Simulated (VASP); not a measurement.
Here is a VASP 6.6.1 calculation.

INCAR

```
SYSTEM = SnO
PREC = Accurate
ENCUT = 600
EDIFF = 1E-7
ISMEAR = 0
SIGMA = 0.03
LREAL = .False.
LASPH = .True.
NELM = 80
ALGO = Normal
ISIF = 3
LWAVE = .False.
LCHARG = .False.
METAGGA = R2SCAN
LMIXTAU = .True.
IBRION = 2
NSW = 90
EDIFFG = -0.005
```

Contents of KPOINTS:

```
regular mesh
0
Gamma
  8 8 6
  0 0 0
```

The input POSCAR:

```
SnO                                     
1.0
    3.8125868993      0.0000000000      0.0000000000
    0.0000000000      3.8125868993     -0.0000000000
    0.0000000000      0.0000000000      4.9000254633
  Sn              O             
     2     2
Direct
     0.5000000000000000    0.0000000000000000    0.2350104910545352
     0.0000000000000000    0.5000000000000000    0.7649895089454648
     0.0000000000000000    0.0000000000000000    1.0000000000000000
     0.5000000000000000    0.5000000000000000    0.0000000000000000
```

Potentials or basis: VASP PAW PBE potentials, release 64 (Sn_d, O).

Run with:

```sh
$ cat potpaw_PBE.64/Sn_d/POTCAR potpaw_PBE.64/O/POTCAR > POTCAR
$ mpirun -np 1 vasp_std > vasp.out
```

(1) Estimate the band gap on the k mesh.

## Answers

(1) 0.30 eV, indirect (least direct gap 2.37 eV).

Caveat: the relaxation stopped at its first step, so nothing moved; spin-orbit coupling is left out, which moves the levels of the heavy elements.
